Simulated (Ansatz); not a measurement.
Here is an Ansatz 0.2.0 calculation.

Contents of input.yaml:

```yaml
crystal:
  lattice:
    - [-1.6749232544, 1.6749232544, 5.7401081759]
    - [1.6749232544, -1.6749232544, 5.7401081759]
    - [1.6749232544, 1.6749232544, -5.7401081759]
  atoms:
    - { symbol: Nb, position: [0.253561, 0.735582, 0.478283] }
    - { symbol: Nb, position: [0.498191, 0.493121, -0.011483] }
    - { symbol: P, position: [0.846944, 0.314082, 0.495379] }
    - { symbol: P, position: [0.06652, 0.078287, -0.010049] }
kpoints:
  mp_grid: { grid: [11, 11, 11] }
scf:
  occupations: { method: fermi_dirac, width: 0.05 }
hamiltonian:
  xc: pbe
  pseudopotentials: { kind: all_electron, lapw: { basis_error: 0.001 } }
output:
  forces: true
  stress: true
  eigenvalues: true
  populations: true
```

Potentials or basis: all-electron LAPW, scalar-relativistic.

Command:

```sh
$ ansatz run input.yaml --threads 2 --pin off --max-ram 6144MiB --backend cpu --events-out ev --progress --plain --runs-dir out
```

Question: Predict the band gap on the k mesh.

Answer: None (metal or under the smearing width).

Question: Estimate the largest force.

Answer: 1.270 eV/Å.

Stress tensor (GPa, compression positive):
```
 0.11 -0.03  0.09
-0.03  1.31  0.22
 0.09  0.22 -2.78
```
